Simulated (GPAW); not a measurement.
# Al (Fm-3m) in GPAW: a series of runs

The runs below take Al through relaxation of cell and atoms, with LDA, PBEsol, RPBE, revPBE, BLYP.

All numbers are computed with GPAW 26.7.0; they aren't measurements. Logs are shortened: lines on timing, memory, paths and dates and some standing lists are left out, and cuts for length are marked. The log counts tension as positive stress, the text compression.

## (1) Starting point

The structure is cubic, space group Fm-3m (No. 225). Conventional cell: a = 4.050 Å, b = 4.050 Å, c = 4.050 Å, α = 90.00°, β = 90.00°, γ = 90.00°. Al (site symmetry m-3m) is surrounded by 12 Al at 2.86 Å.

## (2) Relaxation of cell and atoms, LDA

File run.py:

```python
from ase.filters import FrechetCellFilter
from ase.io import read, write
from ase.optimize import LBFGS
from gpaw import GPAW, PW

atoms = read('Al.xyz')

calc = GPAW(mode=PW(600),
            xc='LDA',
            kpts={'size': (11, 11, 11), 'gamma': True},
            occupations={'name': 'fermi-dirac', 'width': 0.05},
            nbands=7,
            convergence={'density': 1e-05, 'forces': 0.0001},
            maxiter=150,
            txt='gpaw.txt')
atoms.calc = calc
opt = LBFGS(FrechetCellFilter(atoms), trajectory='relax.traj', logfile='-')
done = opt.run(fmax=0.01, steps=100)
calc.write('gs.gpw')
write('result.traj', atoms)
print('Converged:', done)
print('Cell:', atoms.cell.cellpar().round(4))
print('Volume:', round(atoms.get_volume(), 4))
print(atoms.get_scaled_positions().round(5))
```

File Al.xyz:

```xyz
1
Lattice="0.0000000000 2.0248050000 2.0248050000 2.0248050000 0.0000000000 2.0248050000 2.0248050000 2.0248050000 0.0000000000" Properties=species:S:1:pos:R:3 pbc="T T T"
Al     0.0000000000      0.0000000000      0.0000000000
```

Potentials or basis: the program's PAW data sets (release 1.2.1) made for this functional, pw.

Launch:

```
> OMP_NUM_THREADS=1 python run.py
```

gpaw.txt:

```text
__  _  _
 | _ |_)|_||  |
 |__||  | ||/\| - 26.7.0

Input parameters:
  mode=PW(ecut=600.0),
  convergence={'density': 1e-05, 'forces': 0.0001},
  kpts=MonkhorstPack(size=(11, 11, 11), gamma=True),
  maxiter=150,
  nbands=7,
  occupations=Occupations(name='fermi-dirac', width=0.05),
  xc=XC(name='LDA')

Diagonalizing LCAO Hamiltonian
Converting LCAO to pw mode

       Al

Atoms  # Å, Bohr magnetons
|   | symbol |        x |        y |        z |    initial magnetic moments |
|---|--------|----------|----------|----------|-----------------------------|
| 0 |     Al | 0.000000 | 0.000000 | 0.000000 | ( 0.0000,  0.0000,  0.0000) |

Unit cell  # Å
| periodic |        x |        y |        z |  lengths |    angles |
|----------|----------|----------|----------|----------|-----------|
|      yes | 0.000000 | 2.024805 | 2.024805 | 2.863507 | 60.000000 |
|      yes | 2.024805 | 0.000000 | 2.024805 | 2.863507 | 60.000000 |
|      yes | 2.024805 | 2.024805 | 0.000000 | 2.863507 | 60.000000 |

Number of symmetries: 48
Symmetry operations  # r_c * U_cc + t_c -> r_c
|    | kind |            matrix            |
|----|------|------------------------------|
|  0 |  σ   |  1, 0, 0,  1, 0,-1,  1,-1, 0 |
|  1 |  C2  |  1, 0, 0,  1,-1, 0,  1, 0,-1 |
|  2 |  E   |  1, 0, 0,  0, 1, 0,  0, 0, 1 |
|  3 |  σ   |  1, 0, 0,  0, 0, 1,  0, 1, 0 |
|  4 |  C4  |  1, 0,-1,  1, 0, 0,  1,-1, 0 |
|  5 |  S6  |  1, 0,-1,  1,-1, 0,  1, 0, 0 |
|  6 |  σ   |  1, 0,-1,  0, 1,-1,  0, 0,-1 |
|  7 |  C3  |  1, 0,-1,  0, 0,-1,  0, 1,-1 |
|  8 |  S6  |  1,-1, 0,  1, 0, 0,  1, 0,-1 |
|  9 |  C4  |  1,-1, 0,  1, 0,-1,  1, 0, 0 |
| 10 |  C3  |  1,-1, 0,  0,-1, 1,  0,-1, 0 |
| 11 |  σ   |  1,-1, 0,  0,-1, 0,  0,-1, 1 |
| 12 |  σ   |  0, 1, 0,  1, 0, 0,  0, 0, 1 |
| 13 |  C4  |  0, 1, 0,  0, 1,-1, -1, 1, 0 |
[... 173 lines left out ...]
Fermi level: 6.915
Eigenvalues  # (at kpt = [0.000, 0.000, 0.000])
| band index |      eig [eV] | occ [0-2] |
|------------|---------------|-----------|
|          0 |        -4.165 |     2.000 |
|          1 |        19.454 |     0.000 |
|          2 |        19.454 |     0.000 |
|          3 |        19.454 |     0.000 |
|          4 |        20.724 |     0.000 |
|          5 |        20.724 |     0.000 |
|          6 |        20.724 |     0.000 |

No gap
No difference between direct/indirect transitions

Stress tensor  # eV/Ang^3
|         x |         y |         z |
|-----------|-----------|-----------|
|  0.021975 | -0.000000 |  0.000000 |
| -0.000000 |  0.021975 | -0.000000 |
|  0.000000 | -0.000000 |  0.021975 |

Forces  # eV/Ang
|        x |        y |       z |
|----------|----------|---------|
| -0.00000 | -0.00000 | 0.00000 |  # Al   0

Interpolating wave functions to new cell

       Al

Atoms  # Å, Bohr magnetons
|   | symbol |         x |         y |        z |    initial magnetic moments |
|---|--------|-----------|-----------|----------|-----------------------------|
| 0 |     Al | -0.000000 | -0.000000 | 0.000000 | ( 0.0000,  0.0000,  0.0000) |

Unit cell  # Å
| periodic |        x |        y |        z |  lengths |    angles |
|----------|----------|----------|----------|----------|-----------|
|      yes | 0.000000 | 2.014279 | 2.014279 | 2.848620 | 60.000000 |
|      yes | 2.014279 | 0.000000 | 2.014279 | 2.848620 | 60.000000 |
|      yes | 2.014279 | 2.014279 | 0.000000 | 2.848620 | 60.000000 |

Number of symmetries: 48
Symmetry operations  # r_c * U_cc + t_c -> r_c
|    | kind |            matrix            |
|----|------|------------------------------|
|  0 |  σ   |  1, 0, 0,  1, 0,-1,  1,-1, 0 |
|  1 |  C2  |  1, 0, 0,  1,-1, 0,  1, 0,-1 |
|  2 |  E   |  1, 0, 0,  0, 1, 0,  0, 0, 1 |
|  3 |  σ   |  1, 0, 0,  0, 0, 1,  0, 1, 0 |
|  4 |  C4  |  1, 0,-1,  1, 0, 0,  1,-1, 0 |
|  5 |  S6  |  1, 0,-1,  1,-1, 0,  1, 0, 0 |
|  6 |  σ   |  1, 0,-1,  0, 1,-1,  0, 0,-1 |
|  7 |  C3  |  1, 0,-1,  0, 0,-1,  0, 1,-1 |
|  8 |  S6  |  1,-1, 0,  1, 0, 0,  1, 0,-1 |
|  9 |  C4  |  1,-1, 0,  1, 0,-1,  1, 0, 0 |
| 10 |  C3  |  1,-1, 0,  0,-1, 1,  0,-1, 0 |
| 11 |  σ   |  1,-1, 0,  0,-1, 0,  0,-1, 1 |
| 12 |  σ   |  0, 1, 0,  1, 0, 0,  0, 0, 1 |
| 13 |  C4  |  0, 1, 0,  0, 1,-1, -1, 1, 0 |
[... 172 lines left out ...]
Fermi level: 7.062
Eigenvalues  # (at kpt = [0.000, 0.000, 0.000])
| band index |      eig [eV] | occ [0-2] |
|------------|---------------|-----------|
|          0 |        -4.124 |     2.000 |
|          1 |        19.689 |     0.000 |
|          2 |        19.689 |     0.000 |
|          3 |        19.689 |     0.000 |
|          4 |        21.078 |     0.000 |
|          5 |        21.078 |     0.000 |
|          6 |        21.078 |     0.000 |

No gap
No difference between direct/indirect transitions

Stress tensor  # eV/Ang^3
|        x |         y |         z |
|----------|-----------|-----------|
| 0.014974 |  0.000000 |  0.000000 |
| 0.000000 |  0.014974 | -0.000000 |
| 0.000000 | -0.000000 |  0.014974 |

Forces  # eV/Ang
|       x |        y |       z |
|---------|----------|---------|
| 0.00000 | -0.00000 | 0.00000 |  # Al   0

Interpolating wave functions to new cell

       Al

Atoms  # Å, Bohr magnetons
|   | symbol |        x |         y |        z |    initial magnetic moments |
|---|--------|----------|-----------|----------|-----------------------------|
| 0 |     Al | 0.000000 | -0.000000 | 0.000000 | ( 0.0000,  0.0000,  0.0000) |

Unit cell  # Å
| periodic |         x |         y |        z |  lengths |    angles |
|----------|-----------|-----------|----------|----------|-----------|
|      yes | -0.000000 |  1.992997 | 1.992997 | 2.818524 | 60.000000 |
|      yes |  1.992997 | -0.000000 | 1.992997 | 2.818524 | 60.000000 |
|      yes |  1.992997 |  1.992997 | 0.000000 | 2.818524 | 60.000000 |

Number of symmetries: 48
Symmetry operations  # r_c * U_cc + t_c -> r_c
|    | kind |            matrix            |
|----|------|------------------------------|
|  0 |  σ   |  1, 0, 0,  1, 0,-1,  1,-1, 0 |
|  1 |  C2  |  1, 0, 0,  1,-1, 0,  1, 0,-1 |
|  2 |  E   |  1, 0, 0,  0, 1, 0,  0, 0, 1 |
|  3 |  σ   |  1, 0, 0,  0, 0, 1,  0, 1, 0 |
|  4 |  C4  |  1, 0,-1,  1, 0, 0,  1,-1, 0 |
|  5 |  S6  |  1, 0,-1,  1,-1, 0,  1, 0, 0 |
|  6 |  σ   |  1, 0,-1,  0, 1,-1,  0, 0,-1 |
|  7 |  C3  |  1, 0,-1,  0, 0,-1,  0, 1,-1 |
|  8 |  S6  |  1,-1, 0,  1, 0, 0,  1, 0,-1 |
|  9 |  C4  |  1,-1, 0,  1, 0,-1,  1, 0, 0 |
| 10 |  C3  |  1,-1, 0,  0,-1, 1,  0,-1, 0 |
| 11 |  σ   |  1,-1, 0,  0,-1, 0,  0,-1, 1 |
| 12 |  σ   |  0, 1, 0,  1, 0, 0,  0, 0, 1 |
| 13 |  C4  |  0, 1, 0,  0, 1,-1, -1, 1, 0 |
[... 143 lines left out ...]
SCF iterations
|iter     | |      energy | eigst |  dens |force |
|---------|-|-------------|-------|-------|------|
|iter:   1| |   -4.187658 | -2.27 |       |      |
|iter:   2| |   -4.187583 | -5.87 | -1.91 |      |
|iter:   3| |   -4.186959c| -4.71 | -1.93 |      |
|iter:   4| |   -4.186917c| -5.45 | -2.47 |      |
|iter:   5| |   -4.186918c| -7.87c| -3.52 |      |
|iter:   6| |   -4.186918c| -7.69c| -3.98 |      |
|iter:   7| |   -4.186918c| -8.56c| -5.31c|      |
|iter:   8| |   -4.186918c| -9.95c| -5.77c|-25.21c|

Converged in 8 steps
Energy contributions relative to reference atoms: (reference = -6578.421307)

Energy contributions:
  Kinetic:           5.574139
  Coulomb:          -3.291264
  Zero:             -0.005945
  External:          0.000000
  Xc:               -6.461871
  Entropy:          -0.003953
  Spinorbit:         0.000000
  ----------------------------
  Free energy:      -4.188894
  Extrapolated:     -4.186918

dipole moment: (-6.878116, -6.878116, -6.878116)  # |e|*Ang

Fermi level: 7.364
Eigenvalues  # (at kpt = [0.000, 0.000, 0.000])
| band index |      eig [eV] | occ [0-2] |
|------------|---------------|-----------|
|          0 |        -4.037 |     2.000 |
|          1 |        20.174 |     0.000 |
|          2 |        20.174 |     0.000 |
|          3 |        20.174 |     0.000 |
|          4 |        21.814 |     0.000 |
|          5 |        21.814 |     0.000 |
|          6 |        21.814 |     0.000 |

No gap
No difference between direct/indirect transitions

Stress tensor  # eV/Ang^3
|         x |         y |         z |
|-----------|-----------|-----------|
| -0.000981 |  0.000000 |  0.000000 |
|  0.000000 | -0.000981 |  0.000000 |
|  0.000000 |  0.000000 | -0.000981 |

Forces  # eV/Ang
|       x |       y |       z |
|---------|---------|---------|
| 0.00000 | 0.00000 | 0.00000 |  # Al   0

Interpolating wave functions to new cell

       Al

Atoms  # Å, Bohr magnetons
|   | symbol |        x |         y |        z |    initial magnetic moments |
|---|--------|----------|-----------|----------|-----------------------------|
| 0 |     Al | 0.000000 | -0.000000 | 0.000000 | ( 0.0000,  0.0000,  0.0000) |

Unit cell  # Å
| periodic |         x |        y |        z |  lengths |    angles |
|----------|-----------|----------|----------|----------|-----------|
|      yes | -0.000000 | 1.994261 | 1.994261 | 2.820311 | 60.000000 |
|      yes |  1.994261 | 0.000000 | 1.994261 | 2.820311 | 60.000000 |
|      yes |  1.994261 | 1.994261 | 0.000000 | 2.820311 | 60.000000 |

Number of symmetries: 48
Symmetry operations  # r_c * U_cc + t_c -> r_c
|    | kind |            matrix            |
|----|------|------------------------------|
|  0 |  σ   |  1, 0, 0,  1, 0,-1,  1,-1, 0 |
|  1 |  C2  |  1, 0, 0,  1,-1, 0,  1, 0,-1 |
|  2 |  E   |  1, 0, 0,  0, 1, 0,  0, 0, 1 |
|  3 |  σ   |  1, 0, 0,  0, 0, 1,  0, 1, 0 |
|  4 |  C4  |  1, 0,-1,  1, 0, 0,  1,-1, 0 |
|  5 |  S6  |  1, 0,-1,  1,-1, 0,  1, 0, 0 |
|  6 |  σ   |  1, 0,-1,  0, 1,-1,  0, 0,-1 |
|  7 |  C3  |  1, 0,-1,  0, 0,-1,  0, 1,-1 |
|  8 |  S6  |  1,-1, 0,  1, 0, 0,  1, 0,-1 |
|  9 |  C4  |  1,-1, 0,  1, 0,-1,  1, 0, 0 |
| 10 |  C3  |  1,-1, 0,  0,-1, 1,  0,-1, 0 |
| 11 |  σ   |  1,-1, 0,  0,-1, 0,  0,-1, 1 |
| 12 |  σ   |  0, 1, 0,  1, 0, 0,  0, 0, 1 |
| 13 |  C4  |  0, 1, 0,  0, 1,-1, -1, 1, 0 |
[... 135 lines left out ...]
convergence criteria:
- Maximum integral of absolute [dens]ity change: 1e-05 electrons / valence electron
- Maximum change in the atomic [forces] across last 2 cycles: 0.0001 eV/Ang OR
Maximum error relative to the maximum force is below inf
- Maximum [total energy] change in last 3 cyles: 0.0005 eV / valence electron
- Maximum integral of absolute [eigenst]ate change: 4e-08 eV^2 / valence electron
maximum number of iterations: 150

SCF iterations
|iter     | |      energy | eigst |  dens |force |
|---------|-|-------------|-------|-------|------|
|iter:   1| |   -4.186933 | -4.67 |       |      |
|iter:   2| |   -4.186933 | -8.20c| -3.14 |      |
|iter:   3| |   -4.186931c| -7.15 | -3.16 |      |
|iter:   4| |   -4.186931c| -7.89c| -3.70 |      |
|iter:   5| |   -4.186931c| -9.47c| -4.75 |      |
|iter:   6| |   -4.186931c| -9.89c| -5.21c|      |
|iter:   7| |   -4.186931c|-10.73c| -6.56c|-25.62c|

Converged in 7 steps
Energy contributions relative to reference atoms: (reference = -6578.421307)

Energy contributions:
  Kinetic:           5.503634
  Coulomb:          -3.238436
  Zero:             -0.005906
  External:          0.000000
  Xc:               -6.444244
  Entropy:          -0.003956
  Spinorbit:         0.000000
  ----------------------------
  Free energy:      -4.188909
  Extrapolated:     -4.186931

dipole moment: (-6.882632, -6.882632, -6.882632)  # |e|*Ang

Fermi level: 7.346
Eigenvalues  # (at kpt = [0.000, 0.000, 0.000])
| band index |      eig [eV] | occ [0-2] |
|------------|---------------|-----------|
|          0 |        -4.042 |     2.000 |
|          1 |        20.145 |     0.000 |
|          2 |        20.145 |     0.000 |
|          3 |        20.145 |     0.000 |
|          4 |        21.770 |     0.000 |
|          5 |        21.770 |     0.000 |
|          6 |        21.770 |     0.000 |

No gap
No difference between direct/indirect transitions

Stress tensor  # eV/Ang^3
|        x |        y |        z |
|----------|----------|----------|
| 0.000037 | 0.000000 | 0.000000 |
| 0.000000 | 0.000037 | 0.000000 |
| 0.000000 | 0.000000 | 0.000037 |

Forces  # eV/Ang
|       x |       y |        z |
|---------|---------|----------|
| 0.00000 | 0.00000 | -0.00000 |  # Al   0

# Writing to gs.gpw (mode='')
```

Wall time 18 s (1 thread of Arm Neoverse V1, shared host); peak memory 0.15 GiB.

Results:

| Item | Value |
| --- | --- |
| Free energy | -4.1889 eV |
| Relaxed volume | 15.86 Å³/atom |
| Relaxed cell | a = 2.820 Å, b = 2.820 Å, c = 2.820 Å, α = 60.00°, β = 60.00°, γ = 60.00° |
| Space group after relaxing (to 0.05 Å) | Fm-3m (No. 225) |
| Energy gained by relaxing | 8.5 meV/atom |
| Ionic steps | 4 |
| Pressure after relaxing | 0.0 GPa |
| Band gap on the k mesh | none (metal or under the smearing width) |

Step by step:
```
step  energy change (eV)  largest force (eV/Å)  pressure (GPa)  volume (Å³)
   1              0.0000                0.0000           -3.52        16.60
   2             -0.0048                0.0000           -2.40        16.35
   3             -0.0085                0.0000            0.16        15.83
   4             -0.0085                0.0000           -0.01        15.86
```

Final structure:
```
Al
1.0
     0.00000    1.99426    1.99426
     1.99426    0.00000    1.99426
     1.99426    1.99426    0.00000
Al
1
Direct
  0.00000 0.00000 0.00000
```

Caveat: later steps reuse the first step's grids.

## (3) Relaxation of cell and atoms, PBEsol

run.py, as its differences from that of step 2:

```diff
@@ -2,9 +2,11 @@
 from ase.io import read, write
-from ase.optimize import LBFGS
-from gpaw import GPAW, PW
+from ase.optimize import FIRE
+from gpaw import GPAW, PW, setup_paths
 
-atoms = read('Al.xyz')
+setup_paths.insert(0, '.')
+
+atoms = read('POSCAR')
 
 calc = GPAW(mode=PW(600),
-            xc='LDA',
+            xc='PBEsol',
             kpts={'size': (11, 11, 11), 'gamma': True},
@@ -16,3 +18,3 @@
 atoms.calc = calc
-opt = LBFGS(FrechetCellFilter(atoms), trajectory='relax.traj', logfile='-')
+opt = FIRE(FrechetCellFilter(atoms), trajectory='relax.traj', logfile='-')
 done = opt.run(fmax=0.01, steps=100)
```

File POSCAR:

```
Al
1.0
    0.0000000000      2.0248050000      2.0248050000
    2.0248050000      0.0000000000      2.0248050000
    2.0248050000      2.0248050000      0.0000000000
Al
1
Direct
    0.0000000000      0.0000000000      0.0000000000
```

Potentials or basis: PAW data sets generated in the run's folder for this functional, pw.

Launch:

```
> gpaw-setup -f PBEsol Al
> OMP_NUM_THREADS=1 python run.py
```

Wall time 43 s (1 thread of Arm Neoverse V1, shared host); peak memory 0.17 GiB.

It converged, with:

| Property | Result |
| --- | --- |
| Free energy | -4.0957 eV |
| Relaxed volume | 16.22 Å³/atom |
| Relaxed cell | a = 2.842 Å, b = 2.842 Å, c = 2.842 Å, α = 60.00°, β = 60.00°, γ = 60.00° |
| Space group after relaxing (to 0.05 Å) | Fm-3m (No. 225) |
| Energy gained by relaxing | 2.1 meV/atom |
| Ionic steps | 9 |
| Pressure after relaxing | 0.1 GPa |
| Band gap on the k mesh | none (metal or under the smearing width) |

Step by step:
| step | energy change (eV) | largest force (eV/Å) | pressure (GPa) | volume (Å³) |
| --- | --- | --- | --- | --- |
| 1 | 0.0000 | 0.0000 | -1.78 | 16.60 |
| 2 | -0.0009 | 0.0000 | -1.36 | 16.51 |
| 3 | -0.0019 | 0.0000 | -0.58 | 16.35 |
| 4 | -0.0020 | 0.0000 | 0.37 | 16.16 |
| 5 | -0.0020 | 0.0000 | 0.35 | 16.17 |
| 6 | -0.0020 | 0.0000 | 0.30 | 16.18 |
| 7 | -0.0021 | 0.0000 | 0.24 | 16.19 |
| 8 | -0.0021 | 0.0000 | 0.16 | 16.21 |
| 9 | -0.0021 | 0.0000 | 0.07 | 16.22 |

Final structure:
```
Al
1.0
     0.00000    2.00926    2.00926
     2.00926    0.00000    2.00926
     2.00926    2.00926    0.00000
Al
1
Direct
  0.00000 0.00000 0.00000
```

Levels at points of the mesh, in eV from the Fermi level:
```csv
k point,band 1,band 2,band 3,band 4
"(0.00, 0.00, 0.00)",-11.26,12.71,12.71,12.71
```

Caveat: later steps reuse the first step's grids.

[end of part 1 of 2]
